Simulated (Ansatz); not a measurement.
## Point defect: Ga vacancy in GaP

All numbers below come from DFT PBE, scalar-relativistic, plane waves, PAW (Ansatz 0.2.0). Settings: 420 eV cutoff, 2×2×2 k-mesh, Gaussian smearing of 0.01 eV, collinear spin.

Host crystal, relaxed:

```
Ga P
1.0
     0.00000    2.75256    2.75256
     2.75256    0.00000    2.75256
     2.75256    2.75256    0.00000
Ga P
1 1
Direct
  0.00000 0.00000 0.00000
  0.25000 0.25000 0.25000
```

Supercell of 32 atoms, rows in host cell vectors: 1 -3 1; -3 1 1; 1 1 -3. Atoms relax at the host's cell, keeping the symmetry that the supercell leaves at the site. The cell is small, so energies carry finite-size errors of tenths of an eV. The host's Kohn–Sham gap is 1.58 eV. Atoms are taken from and returned to the elements' standard states. Charged cells are corrected for image charges with the computed static dielectric tensor (mean 12.9) and aligned with the host's potential at far atoms (alignment terms reach 0.82 eV; the program doubts the alignment in some charges, where it is up to 0.82 eV). No band-filling term is added, and the Fermi level counts from the host's valence band top.

Defect: Ga vacancy at (0.000, 0.000, 0.000) of the host cell.

(1) What is the formation energy of the neutral defect?

(2) Does the neutral defect carry a moment, and how do its surroundings relax?

(3) Charges 0, -1, -2 were computed. Which is stable where in the gap?

## Answers

(1) 4.04 eV.

(2) It changes the cell's moment by 0.75 μB (a fraction, from partly filled bands). The nearest neighbours before are 4 P at 2.38 Å; after relaxation the atoms near the site are 4 P at 2.15 Å; the largest move is 0.24 Å.

(3) Among the charges computed the stable one is 0 at the valence band top, changing to -1 at 0.10 eV, changing to -2 at 0.77 eV. In charge 0, -1, -2 the cell has partly filled bands: a level of the defect may be part filled, the carrier may sit in the host's bands, or levels may cross between the k points, so transitions that involve it are doubtful. Without the alignment that the program doubts, the level (0/-1) would lie at -0.34 eV, outside the gap, so these runs don't decide whether the defect changes charge there. Levels between neighbouring charges: (0/-1) 0.10 eV, (-1/-2) 0.77 eV.